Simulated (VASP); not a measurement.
A run of VASP 6.6.1 is set up as follows.

File INCAR:

```
SYSTEM = C
ALGO = Fast
EDIFF = 1E-8
ENCUT = 520
GGA = PE
ISIF = 2
ISMEAR = 0
LASPH = .TRUE.
LCHARG = .FALSE.
LEFG = .TRUE.
LREAL = .FALSE.
LWAVE = .FALSE.
NELM = 100
PREC = Accurate
SIGMA = 0.02
```

File KPOINTS:

```
k-points
0
G
  10 10 10
  0 0 0
```

Contents of POSCAR:

```
C
1.0
    2.6197200000      0.0000000000      0.0000000000
    0.0000000000      2.6197200000      0.0000000000
    0.0000000000      0.0000000000      2.6197200000
C
3
Direct
    0.0000000000      0.5000000000      0.5000000000
    0.5000000000      0.0000000000      0.5000000000
    0.5000000000      0.5000000000      0.0000000000
```

Potentials or basis: VASP PAW PBE potentials, release 64 (C).

Run with:

```sh
$ cat potpaw_PBE.64/C/POTCAR > POTCAR
$ mpirun -np 1 vasp_std > vasp.out
```

Problem. Estimate the pressure.

Solution. 4.4 GPa.

Problem. Estimate the band gap on the k mesh.

Solution. None (metal or under the smearing width).

Electric field gradients, principal values (V/Å²):
| atom | Vxx | Vyy | Vzz |
| --- | --- | --- | --- |
| 1 C | -10.570 | -10.570 | 21.140 |
| 2 C | -10.570 | -10.570 | 21.140 |
| 3 C | -10.570 | -10.570 | 21.140 |
